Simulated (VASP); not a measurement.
Wanted: the native input for a VASP 6.6.1 run.

* Task: single point
* Functional: LDA
* Potentials or basis: VASP PAW LDA potentials, release 64 (Mo_sv, S)
* Cutoff: 520 eV
* k mesh: 8 × 8 × 2
* Occupations: fermi-dirac, width 0.05 eV
* Spin: no spin polarisation
* Further INCAR settings: ALGO = Fast; EDIFF = 1e-06

The structure of MoS2 lies in POSCAR:

```
MoS2
1.0
    3.1610000000      0.0000000000      0.0000000000
   -1.5805000000      2.7375063014      0.0000000000
    0.0000000000      0.0000000000     12.2950000000
Mo S
2 4
Direct
    0.3333333333      0.6666666667      0.2500000000
    0.6666666667      0.3333333333      0.7500000000
    0.6666666667      0.3333333333      0.3772875153
    0.6666666667      0.3333333333      0.1227124847
    0.3333333333      0.6666666667      0.8772875153
    0.3333333333      0.6666666667      0.6227124847
```

The cell was built by a generator and needn't be a form met in nature.

One way to write it, as run:

INCAR

```
SYSTEM = MoS2
PREC = Accurate
ENCUT = 520
EDIFF = 1E-6
ISMEAR = -1
SIGMA = 0.05
LREAL = .FALSE.
LASPH = .TRUE.
NELM = 80
ALGO = Fast
ISIF = 2
LWAVE = .FALSE.
LCHARG = .TRUE.
GGA = CA
LELF = .TRUE.
LVHAR = .TRUE.
```

KPOINTS

```
regular mesh
0
G
  8 8 2
  0 0 0
```

Potentials or basis: VASP PAW LDA potentials, release 64 (Mo_sv, S).

The run is started by

```bash
$ cat potpaw_LDA.64/Mo_sv/POTCAR potpaw_LDA.64/S/POTCAR > POTCAR
$ mpirun -np 1 vasp_std > vasp.out
```

It gave:

- Pressure: -4.8 GPa
- Largest force: 0.416 eV/Å
- Band gap on the k mesh: 0.91 eV, indirect (least direct gap 1.95 eV)

Wall time 84 s on 1 thread of Intel(R) Xeon(R) Platinum 8375C CPU @ 2.90GHz (Ice Lake) (shared host), peak memory 0.21 GiB.
